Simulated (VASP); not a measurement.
# CdSe in VASP 6.6.1, single-point calculation

INCAR

```
ISMEAR = -1
GGA = PE
EDIFF = 1E-7
LCHARG = .FALSE.
ISIF = 2
NBANDS = 16
SIGMA = 0.02
LWAVE = .FALSE.
IBRION = -1
NELM = 59
PREC = Accurate
ENCUT = 300
LASPH = .TRUE.
LREAL = .FALSE.
NSW = 0
```

KPOINTS

```
KPOINTS created by Atomic Simulation Environment
0
Gamma
6 6 6
0 0 0
```

POSCAR

```
Cd Se
 1.0000000000000000
     0.0000000000000000    2.9757475364000001    2.9757475364000001
     2.9757475364000001    0.0000000000000000    2.9757475364000001
     2.9757475364000001    2.9757475364000001    0.0000000000000000
 Cd  Se
   1   1
Cartesian
  0.0000000000000000  0.0000000000000000  0.0000000000000000
  1.4878737682000001  1.4878737682000001  1.4878737682000001
```

The recommended PBE PAW datasets give the neutral cell 18 valence electrons.

Command

```
mpirun -np 1 vasp_std
```

Problem. Predict the outcome of this run.

Solution. It converged. Results: gap between bands v and c on the k mesh 0.74 eV; least direct gap on the k mesh 0.74 eV; pressure 7.6 GPa. Band v is the last that the valence electrons fill when counted band by band, and c is the next.

OSZICAR

```
N       E                     dE             d eps       ncg     rms          rms(c)
DAV:   1     0.716011571771E+02    0.71601E+02   -0.67133E+03   544   0.650E+02
DAV:   2    -0.357573348482E+01   -0.75177E+02   -0.72139E+02   624   0.199E+02
DAV:   3    -0.570814728790E+01   -0.21324E+01   -0.21307E+01   664   0.346E+01
DAV:   4    -0.571455125169E+01   -0.64040E-02   -0.64038E-02   632   0.186E+00
DAV:   5    -0.571458913554E+01   -0.37884E-04   -0.37884E-04   672   0.128E-01    0.740E+00
DAV:   6    -0.536757280562E+01    0.34702E+00   -0.49403E-01   696   0.865E+00    0.566E+00
DAV:   7    -0.534111486665E+01    0.26458E-01   -0.16211E-01   584   0.262E+00    0.223E+00
DAV:   8    -0.534152778824E+01   -0.41292E-03   -0.15609E-02   552   0.148E+00    0.269E-01
DAV:   9    -0.534163247336E+01   -0.10469E-03   -0.15323E-03   592   0.511E-01    0.480E-02
DAV:  10    -0.534169395965E+01   -0.61486E-04   -0.14717E-04   632   0.150E-01    0.400E-02
DAV:  11    -0.534173596098E+01   -0.42001E-04   -0.66063E-05   584   0.495E-02    0.121E-02
DAV:  12    -0.534173621931E+01   -0.25833E-06   -0.19695E-06   624   0.183E-02    0.438E-03
DAV:  13    -0.534173641757E+01   -0.19827E-06   -0.11818E-06   600   0.945E-03    0.150E-03
DAV:  14    -0.534173646908E+01   -0.51501E-07   -0.35551E-08   512   0.126E-03
   1 F= -.53417365E+01 E0= -.53417365E+01  d E =-.127675E-09
```

For comparison, a separate PBE run of the intended cell, on usual settings and not on those above, gives a gap of 0.74 eV on its mesh and a pressure of 7.6 GPa.
